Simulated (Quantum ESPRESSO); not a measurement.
Runs of Quantum ESPRESSO 7.5 on MoP. Symmetry: P-6m2, No. 187, hexagonal system. Conventional cell: a = 3.223 Å, b = 3.223 Å, c = 3.191 Å, α = 90.00°, β = 90.00°, γ = 120.00°. Mo (site symmetry -6m2) is surrounded by 6 P at 2.45 Å. P (site symmetry -6m2) has 6 Mo at 2.45 Å as nearest neighbours. 

```csv
level,U,mixing beta,gap on the mesh (eV),pressure (GPa)
PBEsol+U,Mo d U = 6 eV,0.3,none,-14.7
PBEsol+U,Mo d U = 2 eV,0.3,none,-6.9
PBEsol+U,Mo d U = 5 eV,0.3,none,(c)
PBEsol,-,0.5,none,-3.1
PBEsol+U,Mo d U = 1 eV,0.3,none,-5.0
PBEsol+U,Mo d U = 3 eV,0.3,none,-8.9
PBEsol+U,Mo d U = 8 eV,0.3,none,(a)
PBEsol+U,Mo d U = 4 eV,0.3,none,(b)
```

Alike in all rows: task single point; potentials or basis SSSP 1.3 efficiency PBE; no spin polarisation; cell as given; k mesh 10 × 10 × 8; cutoff (eV) 816; smearing fermi-dirac 0.05 eV.

Question: Fill in the values left out.

Answer: (a) -18.6; (b) -10.8; (c) -12.8.

Caveats: the potentials were made for another functional, which shifts forces and pressure; U without spin polarisation on a metal has little footing (some runs); the U is typed as a test and isn't derived for this compound (some runs).

A k mesh can miss the band edges, and the runs leave out spin-orbit coupling on Mo.

A gap of «none» marks a metal or a gap under the smearing width.
